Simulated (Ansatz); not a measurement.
# AlGa2As3: further runs on a relaxed guess, part 2 of 2

This session takes a relaxed cell of AlGa2As3 and sets out to get its elastic tensor and get the carriers' masses.

Ansatz 0.2.0; DFT PBE, scalar-relativistic, plane waves, PAW. Earlier steps stand in the parts before.

### Step 3. Band edges anywhere in the zone

Contents of input.yaml:

```yaml
crystal:
  lattice:
    - [4.059098009, 0.0, 0.0]
    - [-2.0295490045, 3.5152819922, 0.0]
    - [0.0, 0.0, 9.9397769]
  atoms:
    - { symbol: Al, position: [0.3333333333, 0.6666666667, 0.667164] }
    - { symbol: Ga, position: [0.0, 0.0, 0.999773] }
    - { symbol: Ga, position: [0.6666666667, 0.3333333333, 0.33327] }
    - { symbol: As, position: [0.6666666667, 0.3333333333, 0.083355] }
    - { symbol: As, position: [0.3333333333, 0.6666666667, 0.417402] }
    - { symbol: As, position: [0.0, 0.0, 0.749035] }
basis:
  ecutwfc: 420
kpoints:
  mp_grid: { grid: [12, 12, 4] }
  band_path: { path: [VBM, CBM], npoints: 2 }
hamiltonian:
  xc: pbe
scf:
  occupations: { method: gaussian, width: 0.02 }
output:
  forces: false
  stress: false
  eigenvalues: true
checkpoint:
  read: start.run
  write: ck
  compress: false
  write_wavefunctions: false
  write_every: 100000
```

Command:

```sh
$ ansatz run input.yaml --threads 4 --pin off --max-ram 8192MiB --backend cpu --events-out ev --progress --plain --runs-dir out
```

What it wrote, shortened:

```text
[...]
SCF converged after 3 iterations
Free energy (F): -22674.325468 eV
[...]
E sigma→0 (E₀):  -22674.325468 eV
Fermi energy:    7.308659 eV
[...]
--- Band table (eV; the first three rows and the last of 69) ---
[...]
```

Wall time 19 s (4 threads of Arm Neoverse V1, shared host); peak memory 0.63 GiB.

start.run is the saved state of the run that this one goes on from.

### Step 4. Levels beside the edges

Edit input.yaml of step 3 so:

```diff
@@ -16,3 +16,2 @@
   mp_grid: { grid: [12, 12, 4] }
-  band_path: { path: [VBM, CBM], npoints: 2 }
 hamiltonian:
@@ -25,2 +24,35 @@
   eigenvalues: true
+  eigenstates:
+    kpoints:
+      - [0.0, 0.0, 0.0]
+      - [0.01292051, -0.006460255, 0.0]
+      - [-0.01292051, 0.006460255, 0.0]
+      - [0.0, 0.01118949, 0.0]
+      - [0.0, -0.01118949, 0.0]
+      - [0.0, 0.0, 0.031639293]
+      - [0.0, 0.0, -0.031639293]
+      - [0.00913618, 0.003344074, 0.0]
+      - [-0.00913618, -0.003344074, 0.0]
+      - [0.00913618, -0.00456809, 0.022372358]
+      - [-0.00913618, 0.00456809, -0.022372358]
+      - [0.0, 0.007912164, 0.022372358]
+      - [0.0, -0.007912164, -0.022372358]
+      - [0.00745966, 0.002730425, 0.018266954]
+      - [-0.00745966, -0.002730425, -0.018266954]
+      - [0.0, 0.0, 0.0]
+      - [0.01292051, -0.006460255, 0.0]
+      - [-0.01292051, 0.006460255, 0.0]
+      - [0.0, 0.01118949, 0.0]
+      - [0.0, -0.01118949, 0.0]
+      - [0.0, 0.0, 0.031639293]
+      - [0.0, 0.0, -0.031639293]
+      - [0.00913618, 0.003344074, 0.0]
+      - [-0.00913618, -0.003344074, 0.0]
+      - [0.00913618, -0.00456809, 0.022372358]
+      - [-0.00913618, 0.00456809, -0.022372358]
+      - [0.0, 0.007912164, 0.022372358]
+      - [0.0, -0.007912164, -0.022372358]
+      - [0.00745966, 0.002730425, 0.018266954]
+      - [-0.00745966, -0.002730425, -0.018266954]
+    e_range: [-2.032132, 2.032132]
 checkpoint:
```

Command:

```sh
$ ansatz run input.yaml --threads 4 --pin off --max-ram 8192MiB --backend cpu --events-out ev --progress --plain --runs-dir out
```

What it wrote, shortened:

```text
Warning: checkpoint.read: basis.xc_grid differs: saved 2, current 1 (points along each axis for each point of the dense box; where the key is left out runs that use forces, runs that use the stress, dielectric runs by a finite field, finite-displacement phonons, runs of [...]
Warning: RAYON_NUM_THREADS=4 ignored (pool sized by the plan → 4); use --threads N
[...]
[... 5 set-up lines as earlier in the session ...]
[...]
Crystal: 6 atoms, lattice volume = 141.829 Å³
Basis set: ecut = 420 eV, 2793 PW (Γ)
Bands: 45, of which v1, the nominal top of the filled ones, is band 37 counted from 1 (36 counted from 0)
[... 2 set-up lines as earlier in the session ...]
k-points: 69 of 576 (time reversal used)
[...]
SCF iter   1: F=—  HF=-22674.325467 eV  |F-HF|=—  |Δ(HF+E_count)|=         —  Δρ=6.11e-6  dr2=4.38e-8  ethr=2.16e-7  ⟨swp⟩=2.8  Hψ=18928  notcnv=0
[...]
SCF iter   3: F=-22674.325468 eV  HF=-22674.325468 eV  |F-HF|=2.48e-8  |Δ(HF+E_count)|=   4.20e-8  Δρ=2.30e-6  dr2=6.65e-9  ethr=2.43e-11  ⟨swp⟩=1.0  Hψ=7961  notcnv=0
[...]
NSCF: frozen V_eff on 30 k-points
SCF converged after 3 iterations
Free energy (F): -22674.325468 eV
[...]
E sigma→0 (E₀):  -22674.325468 eV
Fermi energy:    7.308659 eV
[...]
--- Band table (eV; the first three rows and the last of 69) ---
[...]
```

It took 13 s on 4 threads of Arm Neoverse V1, shared host; peak memory 0.63 GiB.

The search puts the valence top at k = (0.000, 0.000, 0.000) and the conduction bottom at (0.000, 0.000, 0.000), 0.53 eV apart.

Curvature masses (electron masses; step 0.02 1/Å; n/a where the band is flat or the point is no extremum):

| carrier | band | x | y | z | [110] | [101] | [011] | [111] |
| --- | --- | --- | --- | --- | --- | --- | --- | --- |
| hole | 37 | 0.59 | 0.56 | 1.02 | 0.57 | 0.77 | 0.43 | 1.17 |
| hole | 36 | 0.07 | 0.07 | 1.02 | 0.07 | 0.13 | 0.13 | 0.10 |
| hole | 35 | 0.07 | 0.07 | 0.04 | 0.07 | 0.05 | 0.05 | 0.05 |
| electron | 38 | 0.04 | 0.04 | 0.04 | 0.04 | 0.04 | 0.04 | 0.04 |

Spin-orbit coupling is left out. With atoms this heavy it splits and remixes the bands at the edges, so these masses, of holes above all, would change.

### Step 5. Results

What follows sums up all 2 parts.

```
                                                quantity                                         value
                             C11, C12, C44 (relaxed-ion)                               124, 36, 36 GPa
                             C33, C13, C66 (relaxed-ion)                               131, 29, 44 GPa
                            B, G, E (Hill) (relaxed-ion)                               63, 40, 100 GPa
                             Poisson ratio (relaxed-ion)                                          0.24
                                       Debye temperature                                         342 K
largest piezoelectric component e, in size (relaxed-ion)                                     0.27 C/m²
                                       gap over the zone                               0.53 eV, direct
           valence top, conduction bottom (fractional k)  (0.000, 0.000, 0.000), (0.000, 0.000, 0.000)
                                             hole masses  0.04 to 1.17 m0 along the directions sampled
                                         electron masses  0.04 to 0.04 m0 along the directions sampled
```

In words: The tensor is positive definite (least eigenvalue 28 GPa), so the crystal resists every homogeneous strain. B/G = 1.56 lies under 1.75, which by Pugh's rule of thumb suggests brittle behaviour; Young's modulus ranges from about 74 to 121 GPa with direction. Lacking a centre of inversion, it is piezoelectric, with |d| up to 3.9 pC/N. Electron masses come out at 0.04 and hole masses at 0.04 to 1.17 m0. These cover the sampled directions only.
